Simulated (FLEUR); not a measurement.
# AlN (P6_3mc) in FLEUR: settings compared

One crystal, AlN, is run at these levels: LDA, PBEsol, r2SCAN; tasks: band structure.

Everything below comes from runs of FLEUR MaX-R8.1 (later development tree). Logs are shortened: lines on timing, memory, paths and dates and some standing lists are left out, and cuts for length are marked.

**Measured values to compare with.**

“Self-assembly of well-separated AlN nanowires directly on sputtered metallic TiN films”, 2019, arxiv:1910.07391 quotes, for a bulk crystal of AlN at 10 K: band gap 6.034 eV (an exciton energy, a little under the gap).

“Structural and optical properties of self-assembled AlN nanowires grown on SiO2/Si substrates by molecular beam epitaxy”, 2024, arxiv:2402.00216 quotes, for a bulk crystal of AlN at 0 K: band gap 6.0343 eV (an exciton energy, a little under the gap).

The runs below are set against these values where they give the same quantity.

## (1) The structure

The structure is hexagonal, space group P6_3mc (No. 186). The conventional cell has a = 3.113 Å, b = 3.113 Å, c = 4.981 Å, α = 90.00°, β = 90.00°, γ = 120.00°. Al (site symmetry 3m) has 4 N at 1.89 Å as nearest neighbours. Around N (site symmetry 3m) lie 4 Al at 1.89 Å.

## (2) Band structure, LDA

inp.xml

```xml
<?xml version="1.0" encoding="UTF-8" standalone="no"?>
<fleurInput fleurInputVersion="0.39">
   <comment>
      AlN                                                                                                 
   </comment>
   <calculationSetup>
      <cutoffs Kmax="5.54" Gmax="17.2" GmaxXC="17.2" numbands="0"/>
      <scfLoop itmax="60" minDistance="0.00001" maxIterBroyd="15" imix="Anderson" alpha="0.05" precondParam="0.0" spinf="2.0" sdNocoIR="T"/>
      <coreElectrons ctail="T" frcor="F" kcrel="0" coretail_lmax="0"/>
      <xcFunctional name="vwn" relativisticCorrections="F"/>
      <magnetism jspins="1"/>
      <soc l_soc="F" theta="0.0" phi="0.0" spav="F"/>
      <expertModes spex="0" secvar="F"/>
      <geometryOptimization l_f="F" forcealpha="1.0" forcemix="BFGS" epsdisp="0.00001" epsforce="0.00001"/>
      <ldaU l_linMix="F" mixParam="0.05" spinf="1.0"/>
   </calculationSetup>
   <cell>
      <bzIntegration valenceElectrons="32.0" mode="hist" fermiSmearingEnergy="0.00183747">
         <kPointListSelection listName="default-1"/>
         <!-- k-points included here -->
         <xi:include xmlns:xi="http://www.w3.org/2001/XInclude" href="kpts.xml"> </xi:include>
      </bzIntegration>
      <!-- symmetry operations included here -->
      <xi:include xmlns:xi="http://www.w3.org/2001/XInclude" href="sym.xml"> </xi:include>
      <bulkLattice scale="1.0">
[... 32 lines left out ...]
         <energyParameters s="2" p="2" d="3" f="4"/>
         <lo type="SCLO" l="0" n="2" eDeriv="2"/>
         <lo type="SCLO" l="1" n="2" eDeriv="2"/>
         <lo type="SCLO" l="2" n="3" eDeriv="2"/>
      </species>
   </atomSpecies>
   <atomGroups>
      <atomGroup species="Aluminum (Al)">
         <relPos label="                   1">-1.000/3.000 1.000/3.000 1.000/2.000</relPos>
         <relPos label="                   2">1.000/3.000 -1.000/3.000 .0000000000</relPos>
         <force calculate="T" relaxXYZ="TTT"/>
      </atomGroup>
      <atomGroup species="Nitrogen (N)">
         <relPos label="                   3">-1.000/3.000 1.000/3.000 -3.000/25.000</relPos>
         <relPos label="                   4">1.000/3.000 -1.000/3.000 .3800000000</relPos>
         <force calculate="T" relaxXYZ="TTT"/>
      </atomGroup>
   </atomGroups>
   <output dos="F" band="F" slice="F">
      <checks vchk="F" cdinf="F"/>
      <bandDOS minEnergy="-.5*Htr" maxEnergy="0.5*Htr" sigma="0.015" storeEVData="T"/>
      <vacuumDOS vacdos="F" integ="F" star="F" nstars="0" locx1="0.0" locy1="0.0" locx2="0.0" locy2="0.0" nstm="0" tworkf="0.0"/>
      <unfoldingBand unfoldBand="F" supercellX="1" supercellY="1" supercellZ="1"/>
      <plotting iplot="0" polar="F">
         <plot TwoD="T" vec1="  1.0  0.0  0.0" vec2="  0.0  1.0  0.0" vec3="  0.0  0.0  1.0" zero="  0.0  0.0  0.0" file="plot"/>
      </plotting>
      <chargeDensitySlicing numkpt="0" minEigenval="0.0" maxEigenval="0.0" nnne="0" pallst="F"/>
      <specialOutput eonly="F"/>
      <moessbauerParams electricFieldGradient="T" isomerShift="T" coreHyperfine="T" valenceHyperfine="T"/>
      <magneticCircularDichroism mcd="F" energyLo="-10.0" energyUp="0.0"/>
   </output>
  <!-- We include the file relax.xml here to enable relaxations (see documentation) -->
  <xi:include xmlns:xi="http://www.w3.org/2001/XInclude" href="relax.xml"> <xi:fallback/> </xi:include>
</fleurInput>
```

crystal.txt

```
AlN
&input cartesian=F /
3.1130000000  0.0000000000  0.0000000000
-1.5565000000  2.6959370820  0.0000000000
0.0000000000  0.0000000000  4.9810000000
1.8897261246
1.0 1.0 1.0

4
13 0.6666666666  0.3333333332  0.5000000000
13 0.3333333332  0.6666666666  0.0000000000
7 0.6666666666  0.3333333332  0.8800000000
7 0.3333333332  0.6666666666  0.3800000000

&kpt div1=10 div2=10 div3=6 gamma=T /
```

inp.xml (bands)

```
<?xml version="1.0" encoding="UTF-8" standalone="no"?>
<fleurInput fleurInputVersion="0.39">
   <comment>
      AlN                                                                                                 
   </comment>
   <calculationSetup>
      <cutoffs Kmax="5.54" Gmax="17.2" GmaxXC="17.2" numbands="0"/>
      <scfLoop itmax="60" minDistance="0.00001" maxIterBroyd="15" imix="Anderson" alpha="0.05" precondParam="0.0" spinf="2.0" sdNocoIR="T"/>
      <coreElectrons ctail="T" frcor="F" kcrel="0" coretail_lmax="0"/>
      <xcFunctional name="vwn" relativisticCorrections="F"/>
      <magnetism jspins="1"/>
      <soc l_soc="F" theta="0.0" phi="0.0" spav="F"/>
      <expertModes spex="0" secvar="F"/>
      <geometryOptimization l_f="F" forcealpha="1.0" forcemix="BFGS" epsdisp="0.00001" epsforce="0.00001"/>
      <ldaU l_linMix="F" mixParam="0.05" spinf="1.0"/>
   </calculationSetup>
   <cell>
      <bzIntegration valenceElectrons="32.0" mode="hist" fermiSmearingEnergy="0.00183747">
         <kPointListSelection listName="path-1"/>
         <!-- k-points included here -->
         <xi:include xmlns:xi="http://www.w3.org/2001/XInclude" href="kpts.xml"> </xi:include>
      </bzIntegration>
      <!-- symmetry operations included here -->
      <xi:include xmlns:xi="http://www.w3.org/2001/XInclude" href="sym.xml"> </xi:include>
      <bulkLattice scale="1.0">
[... 31 lines left out ...]
         </electronConfig>
         <energyParameters s="2" p="2" d="3" f="4"/>
         <lo type="SCLO" l="0" n="2" eDeriv="2"/>
         <lo type="SCLO" l="1" n="2" eDeriv="2"/>
         <lo type="SCLO" l="2" n="3" eDeriv="2"/>
      </species>
   </atomSpecies>
   <atomGroups>
      <atomGroup species="Aluminum (Al)">
         <relPos label="                   1">-1.000/3.000 1.000/3.000 1.000/2.000</relPos>
         <relPos label="                   2">1.000/3.000 -1.000/3.000 .0000000000</relPos>
         <force calculate="T" relaxXYZ="TTT"/>
      </atomGroup>
      <atomGroup species="Nitrogen (N)">
         <relPos label="                   3">-1.000/3.000 1.000/3.000 -3.000/25.000</relPos>
         <relPos label="                   4">1.000/3.000 -1.000/3.000 .3800000000</relPos>
         <force calculate="T" relaxXYZ="TTT"/>
      </atomGroup>
   </atomGroups>
   <output dos="F" band="T" slice="F">
      <checks vchk="F" cdinf="F"/>
      <bandDOS minEnergy="-.5*Htr" maxEnergy="0.5*Htr" sigma="0.015" storeEVData="T"/>
      <vacuumDOS vacdos="F" integ="F" star="F" nstars="0" locx1="0.0" locy1="0.0" locx2="0.0" locy2="0.0" nstm="0" tworkf="0.0"/>
      <unfoldingBand unfoldBand="F" supercellX="1" supercellY="1" supercellZ="1"/>
      <plotting iplot="0" polar="F">
         <plot TwoD="T" vec1="  1.0  0.0  0.0" vec2="  0.0  1.0  0.0" vec3="  0.0  0.0  1.0" zero="  0.0  0.0  0.0" file="plot"/>
      </plotting>
      <chargeDensitySlicing numkpt="0" minEigenval="0.0" maxEigenval="0.0" nnne="0" pallst="F"/>
      <specialOutput eonly="F"/>
      <moessbauerParams electricFieldGradient="T" isomerShift="T" coreHyperfine="T" valenceHyperfine="T"/>
      <magneticCircularDichroism mcd="F" energyLo="-10.0" energyUp="0.0"/>
   </output>
  <!-- We include the file relax.xml here to enable relaxations (see documentation) -->
  <xi:include xmlns:xi="http://www.w3.org/2001/XInclude" href="relax.xml"> <xi:fallback/> </xi:include>
</fleurInput>
```

Potentials or basis: all-electron, FLAPW.

Launch:

```bash
$ inpgen -f crystal.txt -profile fastHighL
$ # inp.xml edited to the form shown
$ fleur_MPI
$ fleur_MPI   # second run, on inp.xml (bands)
```

What it wrote:

```text
Welcome to FLEUR        (www.flapw.de)
      MaX-Release 8.1          (www.max-centre.eu)

 ========== k-point set info ==========
 Selected k-point list: default-1
 k-point list type: mesh
 10 x 10 x 6
 Number of k points: 56

 ------------Calculation Setup---------------------------
 Number of MPI-tasks      :            1
 Number of PE/node        :            1
 Number of OMP-threads    :            1
 Most efficient MPI parallelization for:
           1           2           4           7           8          14          28          56
 Additional eigenvalue parallelization possible
 Number of basis functions:          930
 Approximate size of matrices (H+S) per k-point:         0.026 GB
 --------------------------------------------------------
 Iteration:     1   Distance:      28.16066478 me/bohr^3
 Iteration:     2   Distance:      24.36242926 me/bohr^3
 Iteration:     3   Distance:       8.40258542 me/bohr^3
 Iteration:     4   Distance:       5.02079032 me/bohr^3
 Iteration:     5   Distance:       0.69547612 me/bohr^3
 Iteration:     6   Distance:       0.41131366 me/bohr^3
 Iteration:     7   Distance:       0.20457591 me/bohr^3
 Iteration:     8   Distance:       0.03226907 me/bohr^3
 Iteration:     9   Distance:       0.01520308 me/bohr^3
 Iteration:    10   Distance:       0.00058018 me/bohr^3
 Iteration:    11   Distance:       0.00122124 me/bohr^3
 Iteration:    12   Distance:       0.00013476 me/bohr^3
 Iteration:    13   Distance:       0.00001859 me/bohr^3
 Iteration:    14   Distance:       0.00001862 me/bohr^3
 Iteration:    15   Distance:       0.00000060 me/bohr^3

 ********************************************************************
 Run finished successfully
 Stop message:
   all done
 ********************************************************************
```

output (bands):

```text
Welcome to FLEUR        (www.flapw.de)
      MaX-Release 8.1          (www.max-centre.eu)

 ========== k-point set info ==========
 Selected k-point list: path-1
 k-point list type: path
 Number of k points: 60

 ------------Calculation Setup---------------------------
 Number of MPI-tasks      :            1
 Number of PE/node        :            1
 Number of OMP-threads    :            1
 Most efficient MPI parallelization for:
           1           2           3           4           5           6          10          12          15          20          30          60
 Additional eigenvalue parallelization possible
 Number of basis functions:          938
 Approximate size of matrices (H+S) per k-point:         0.026 GB
 --------------------------------------------------------
 Fermi energy correction for insulators:
 No automatic correction of the Fermi energy has been performed.

 Note: Band structure data (together with different weights) is also stored in the banddos.hdf file.
       A convenient way of extracting and plotting the data from that file is by making use of the

 ********************************************************************
 Run finished successfully
 Stop message:
   Charge density postprocessing done.
 ********************************************************************
```

out.xml (last iteration):

```text
<iteration numberForCurrentRun="   15" overallNumber="   15">
         <energyParameters units="Htr">
            <atomicEP atomType="1" spin="1" branch="3s" branchLowest="-3.39" branchHighest="2.97" value="-0.0843126513"/>
            <atomicEP atomType="1" spin="1" branch="3p" branchLowest="-1.99" branchHighest="3.32" value="0.0483057062"/>
            <atomicEP atomType="1" spin="1" branch="3d" branchLowest="-9.99" branchHighest="3.15" value="0.2117991321"/>
            <atomicEP atomType="1" spin="1" branch="4f" branchLowest="-9.99" branchHighest="6.20" value="0.3743553285"/>
            <loAtomicEP atomType="1" spin="1" branch="2s" branchLowest="-54.74" branchHighest="-3.39" value="-3.4214343961"/>
            <loAtomicEP atomType="1" spin="1" branch="2p" branchLowest="-9.99" branchHighest="-1.99" value="-2.0327877228"/>
            <loAtomicEP atomType="1" spin="1" branch="3d" branchLowest="-9.99" branchHighest="3.15" value="0.2118003707"/>
            <loAtomicEP atomType="1" spin="1" branch="4f" branchLowest="-9.99" branchHighest="6.20" value="0.3743580575"/>
            <atomicEP atomType="2" spin="1" branch="2s" branchLowest="-13.36" branchHighest="1.06" value="-0.2856641643"/>
            <atomicEP atomType="2" spin="1" branch="2p" branchLowest="-9.99" branchHighest="1.27" value="0.0302305232"/>
            <atomicEP atomType="2" spin="1" branch="3d" branchLowest="-9.99" branchHighest="5.16" value="0.2800308904"/>
            <atomicEP atomType="2" spin="1" branch="4f" branchLowest="-9.99" branchHighest="8.86" value="0.4403378726"/>
            <loAtomicEP atomType="2" spin="1" branch="2s" branchLowest="-13.36" branchHighest="1.06" value="-0.2856641643"/>
            <loAtomicEP atomType="2" spin="1" branch="2p" branchLowest="-9.99" branchHighest="1.27" value="0.0301629453"/>
            <loAtomicEP atomType="2" spin="1" branch="3d" branchLowest="-9.99" branchHighest="5.16" value="0.2800316273"/>
         </energyParameters>
         <eigenvalues>
            <eigenvaluesAt spin="1" ikpt="1" k_x="0.00000000" k_y="0.00000000" k_z="0.00000000">
                      -3.4212819456       -3.4212418446       -2.0326608263       -2.0322454423       -2.0321090115
                      -2.0321090115       -2.0320367342       -2.0320367342       -0.3093064853       -0.2276584551
                       0.0207800333        0.2113919373        0.2113919373        0.2355441028        0.2355441028
                       0.2420700439        0.3979431151        0.4827800647        0.6272108634        0.6453402097
                       0.6453402097        0.7171811559        0.7182208619        0.7182208619        0.7689346577
            </eigenvaluesAt>
            <eigenvaluesAt spin="1" ikpt="2" k_x="0.00000000" k_y="0.00000000" k_z="0.16666667">
                      -3.4212792731       -3.4212445068       -2.0326327330       -2.0322733603       -2.0321039991
                      -2.0321039991       -2.0320417302       -2.0320417302       -0.3053083365       -0.2356891376
                       0.0347848931        0.2129218164        0.2129218164        0.2202601463        0.2338372280
                       0.2338372280        0.4155038449        0.4854388680        0.6207561661        0.6442056088
                       0.6442056088        0.6880884756        0.7039840396        0.7039840396        0.7859102177
            </eigenvaluesAt>
[... 24 lines left out ...]
            <totalCharge value="32.0000000000"/>
         </valenceDensity>
         <coreStates atomType="     1" atomicNumber=" 13" spin="1" kinEnergy="    158.1880605885" eigValSum="   -109.4850862771" lostElectrons=" 0.000000">
            <state n="1" l="0" j="0.5" energy="-54.7425431386" weight="1.0000000000"/>
         </coreStates>
         <coreStates atomType="     2" atomicNumber="  7" spin="1" kinEnergy="     43.5616751804" eigValSum="    -26.7282194167" lostElectrons=" 0.000003">
            <state n="1" l="0" j="0.5" energy="-13.3641097083" weight="1.0000000000"/>
         </coreStates>
         <allElectronCharges>
            <spinDependentCharge spin="1" total="40.0000000" interstitial="6.9415624" mtSpheres="33.0584376"/>
            <totalCharge value="39.9999999986"/>
         </allElectronCharges>
         <moessbauerParams unitsHFF="kG" unitsIS="e/bohr^3" unitsEFG="Htr/bohr^2">
            <coreIsomerShift atomType="1" isTotal="1388.85654">
               <shell n="1" l="0" isomerShift="1388.85654"/>
            </coreIsomerShift>
            <coreIsomerShift atomType="2" isTotal="197.58263">
               <shell n="1" l="0" isomerShift="197.58263"/>
            </coreIsomerShift>
            <isomerShift atomType="1" nucleusRadius="0.0000708" averageDensity="1486.56302"/>
            <isomerShift atomType="2" nucleusRadius="0.0000569" averageDensity="206.17868"/>
            <electricFieldGradient atomType="1" VXX="-0.01272" VYY="-0.01272" VZZ="0.02544" asymParam="0.00000">
            </electricFieldGradient>
            <electricFieldGradient atomType="2" VXX="0.00337" VYY="0.00337" VZZ="-0.00674" asymParam="0.00000">
            </electricFieldGradient>
         </moessbauerParams>
         <totalEnergy                                    value="     -592.8623593976" units="Htr">
            <sumOfEigenvalues                            value="     -309.6754823316">
               <coreElectrons value="-272.4266113876"/>
               <valenceElectrons value="-37.2488709439"/>
            </sumOfEigenvalues>
            <densityCoulombPotentialIntegral value="-838.1738209516"/>
            <densityEffectivePotentialIntegral value="-902.3308379306"/>
            <chargeDenXCDenIntegral value="-48.6115173667"/>
            <FockExchangeEnergyValence value="0.0000000000"/>
            <FockExchangeEnergyCore value="0.0000000000"/>
            <atomTypeDependentContributions atomType="1">
               <electronNucleiInteractionDifferentMTs value="568.7897824614"/>
               <MadelungTerm value="-17.1537911791"/>
            </atomTypeDependentContributions>
            <atomTypeDependentContributions atomType="2">
               <electronNucleiInteractionDifferentMTs value="125.5556877652"/>
               <MadelungTerm value="-6.3200257486"/>
            </atomTypeDependentContributions>
            <tkbTimesEntropy value="0.0000000000"/>
            <freeEnergy value="-592.8623593976"/>
            <extrapolationTo0K value="-592.8623593976"/>
         </totalEnergy>
         <densityConvergence units="me/bohr^3">
            <chargeDensity spin="1" distance="0.0000006017"/>
         </densityConvergence>
      </iteration>
```

It took 21 min on 1 thread of Arm Neoverse N1, shared host; peak memory 0.1 GiB.

Results:

```
Free energy                                           : -16132.6067 eV
Band gap on the k mesh                                : 4.24 eV, direct
Band gap along the path                               : 4.24 eV, direct
Valence electrons inside the program's atomic spheres : Al 8.65; N 3.88 (radii Al 1.77, N 1.54 bohr)
```

Levels at the corners of the path, in eV from the valence-band top:
| point | band 14 | band 15 | band 16 | band 17 | band 18 | band 19 |
| --- | --- | --- | --- | --- | --- | --- |
| Γ | -0.18 | -0.18 | 0.00 | 4.24 | 6.55 | 10.48 |
| M | -2.08 | -1.79 | -0.66 | 5.68 | 5.71 | 8.10 |
| K | -2.44 | -2.40 | -2.40 | 4.92 | 8.25 | 9.57 |
| Γ | -0.18 | -0.18 | 0.00 | 4.24 | 6.55 | 10.48 |
| A | -0.52 | -0.52 | -0.52 | 6.42 | 6.42 | 10.17 |
| L | -1.45 | -1.36 | -1.36 | 5.22 | 5.22 | 9.12 |
| H | -3.87 | -0.79 | -0.79 | 7.31 | 7.31 | 7.74 |
| A | -0.52 | -0.52 | -0.52 | 6.42 | 6.42 | 10.17 |
| L | -1.45 | -1.36 | -1.36 | 5.22 | 5.22 | 9.12 |
| M | -2.08 | -1.79 | -0.66 | 5.68 | 5.71 | 8.10 |
| K | -2.44 | -2.40 | -2.40 | 4.92 | 8.25 | 9.57 |
| H | -3.87 | -0.79 | -0.79 | 7.31 | 7.31 | 7.74 |

Core levels (eV from the Fermi level):
```csv
atom,levels
1 Al,1s1/2 -1496.2
2 Al,1s1/2 -1496.2
3 N,1s1/2 -370.2
4 N,1s1/2 -370.2
```

[end of part 1 of 2]
